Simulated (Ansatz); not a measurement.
## Which way does ZnO + PbS ⇌ ZnS + PbO run?

Plane-wave DFT in Ansatz with scalar-relativistic PAW potentials, cutoff 500 eV, Γ-centred meshes chosen by cell and gap, Gaussian smearing with energies taken to zero width. Every cell was relaxed (cell and atoms) in a run of its own, within the symmetry of its start. Functional: r2SCAN.

Total energies hold large constants for each element; a whole number of eV per atom of each element is taken off below, which cancels in a balanced reaction.

| compound | lowest structure computed | structures tried | V (Å³/atom) | gap on mesh (eV) | E (eV per formula unit, common shift removed) |
| --- | --- | --- | --- | --- | --- |
| ZnO | P6_3mc | 4 | 11.81 | 1.24 | -2.9265 |
| PbS | R3m | 3 | 26.69 | 0.71 | -1.0033 |
| ZnS | F-43m | 6 | 19.56 | 2.70 | -1.4503 |
| PbO | P4/nmm | 2 | 21.15 | 1.83 | -2.3337 |

**Question.** Work out the reaction energy at 0 K.

**Answer.** ΔE = E(ZnS) + E(PbO) − E(ZnO) − E(PbS) = 0.146 eV, or 14 kJ per mole of reaction (36 meV/atom). The left side is lower: Zn takes O and Pb takes S. Pauling's electronegativities (Zn 1.65, Pb 1.87; O 3.44, S 2.58) would pair Zn with O, the most ionic bond; the result follows that. All four are computed as solids; where they are solids at ordinary conditions entropy changes little. A lower structure that wasn't tried would shift the value, and mixed crystals may lie lower than either side. This functional puts PbS lowest in R3m, which isn't its usual phase at room temperature.

Spin-orbit coupling is left out, which matters for the bands of heavy elements. For Tl, Pb and Bi spin-orbit coupling shifts energies too.